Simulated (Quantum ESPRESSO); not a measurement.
The system is KBr.

```
CELL_PARAMETERS angstrom
0.00000 3.30000 3.30000
3.30000 0.00000 3.30000
3.30000 3.30000 0.00000
ATOMIC_POSITIONS crystal
Br 0.50000 0.50000 0.50000
K 0.00000 0.00000 0.00000
```

Base run:

| Item | Value |
| --- | --- |
| Program | Quantum ESPRESSO 7.5 |
| Functional | WC |
| Potentials or basis | PseudoDojo 0.4.1 SR PBE standard |
| Cutoff | 1007 eV |
| Density cutoff | 4027 eV |
| k mesh | 6 × 6 × 6, shifted |
| Occupations | fermi-dirac, width 0.05 eV |
| Spin | no spin polarisation |

Its results: pressure -0.1 GPa; electronic dielectric tensor (diagonal) 2.59.

Task: After a change of settings the same cell gave: pressure 1.5 GPa; electronic dielectric tensor (diagonal) 2.54. Which change was it?
A. functional from WC to PBE
B. functional from WC to LDA; potentials or basis from PseudoDojo 0.4.1 SR PBE standard to PseudoDojo 0.4.1 SR LDA standard; cutoff from 1007 eV to 980 eV; density cutoff from 4027 eV to 3918 eV
C. functional from WC to PBEsol; potentials or basis from PseudoDojo 0.4.1 SR PBE standard to PseudoDojo 0.4.1 SR PBEsol standard
D. functional from WC to BLYP

Result: D.

BLYP binds less tightly than WC, so the same cell stands under more pressure.

Caveats: the potentials were made for another functional, which shifts forces and pressure.
